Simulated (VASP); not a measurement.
From an Ansatz input to VASP: CaO (strained rocksalt)

Ansatz input

```yaml
crystal:
  lattice:
    - [0.0, 2.3735746124, 2.3735746124]
    - [2.3735746124, 0.0, 2.3735746124]
    - [2.3735746124, 2.3735746124, 0.0]
  atoms:
    - { symbol: Ca, position: [0.0, 0.0, 0.0] }
    - { symbol: O, position: [0.5, 0.5, 0.5] }
kpoints:
  mp_grid: { grid: [10, 10, 10] }
  band_path:
    path:
      - [0.0, 0.0, 0.0]
      - [0.5, 0.0, 0.5]
      - [0.625, 0.25, 0.625]
      - [0.375, 0.375, 0.75]
      - [0.5, 0.5, 0.5]
      - [0.5, 0.25, 0.75]
      - [0.0, 0.5, 0.5]
    npoints: 1
hamiltonian:
  xc: pbe
scf:
  occupations: { method: fermi_dirac, width: 0.02 }
  n_extra_bands: 4
output:
  forces: true
  stress: true
  eigenvalues: true
  write_density: true
  write_potential: true
  elf: true
  volumetric_format: npy
```

Task: Translate this input to VASP.

Result: 

INCAR

```
GGA = PE
LELF = .TRUE.
NELM = 120
ISMEAR = -1
ENCUT = 520
NBANDS = 15
IBRION = -1
LREAL = .FALSE.
PREC = Accurate
LWAVE = .FALSE.
NSW = 0
LASPH = .TRUE.
ISIF = 2
LCHARG = .TRUE.
EDIFF = 1E-7
SIGMA = 0.02
```

KPOINTS

```
KPOINTS created by Atomic Simulation Environment
0
Gamma
10 10 10
0 0 0
```

KPOINTS_OPT

```
special points
7
Reciprocal
0.0000000000 0.0000000000 0.0000000000 1
0.5000000000 0.0000000000 0.5000000000 1
0.6250000000 0.2500000000 0.6250000000 1
0.3750000000 0.3750000000 0.7500000000 1
0.5000000000 0.5000000000 0.5000000000 1
0.5000000000 0.2500000000 0.7500000000 1
0.0000000000 0.5000000000 0.5000000000 1
```

POSCAR

```
Ca O
 1.0000000000000000
     0.0000000000000000    2.3735746124000001    2.3735746124000001
     2.3735746124000001    0.0000000000000000    2.3735746124000001
     2.3735746124000001    2.3735746124000001    0.0000000000000000
 Ca  O
   1   1
Cartesian
  0.0000000000000000  0.0000000000000000  0.0000000000000000
  2.3735746124000001  2.3735746124000001  2.3735746124000001
```

VASP ran with the recommended PBE PAW datasets (16 valence electrons in the cell). Other inputs would serve too.

```
                            Ansatz     VASP
gap between bands v and c  3.64 eV  3.62 eV
         least direct gap  4.01 eV  3.99 eV
                 pressure  6.2 GPa  6.9 GPa
```

Datasets and cutoffs are each program's own. VASP's cell holds 16 valence electrons and Ansatz's 16. Ansatz's stress includes a Pulay correction; VASP's doesn't.
